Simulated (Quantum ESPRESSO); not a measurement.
Runs of Quantum ESPRESSO 7.5 on BaTiO3. Symmetry: R3m, No. 160, trigonal system. Conventional cell: a = 5.655 Å, b = 5.655 Å, c = 6.955 Å, α = 90.00°, β = 90.00°, γ = 120.00°. Around Ba (site symmetry 3m) lie 12 O at 2.79 to 2.89 Å. Around Ti (site symmetry 3m) lie 6 O at 1.87 to 2.14 Å. O (site symmetry m) is surrounded by 2 Ti at 1.87 to 2.14 Å. 

```tsv
task	level	potentials or basis	cell	k mesh	form of the LDA correlation	mesh quality	gap on the mesh (eV)	pressure (GPa)	V0 of scaled cells (Å³/atom)	B0 (GPa)	largest force (eV/Å)
equation of state	LDA	GBRV 1.5 LDA	as given	7 × 7 × 7	PZ81	not flagged	-	-	12.51	(c)	-
equation of state	PBEsol	GBRV 1.5 PBEsol	as given	7 × 7 × 7	-	not flagged	-	-	12.83	173	-
phonons	LDA	GBRV 1.5 LDA	relaxed	2 × 2 × 2, shifted	PZ81	coarse	-	0.0	-	-	-
band structure	PBEsol	GBRV 1.5 PBEsol	as given	7 × 7 × 7	-	not flagged	2.44	(a)	-	-	(b)
band structure	LDA	GBRV 1.5 LDA	as given	7 × 7 × 7	PZ81	not flagged	2.40	-4.8	-	-	0.15
```

Alike in all rows: no spin polarisation; cutoff (eV) 612; smearing fermi-dirac 0.05 eV.

Question: Estimate the missing entries.

Answer: (a) -0.2; (b) 0.13; (c) 188.

Caveats: some runs use coarse meshes; the cell was scaled at fixed shape and fractional positions, which overstates the stiffness of a crystal with free parameters, most of all of layers and chains (some runs); spin-orbit coupling is left out, which moves the levels of the heavy elements (some runs); the cell relaxed to another space group than the one typed (some runs).

A k mesh can miss the band edges, and the runs leave out spin-orbit coupling on Ba.

Not every run made on this cell is shown here.
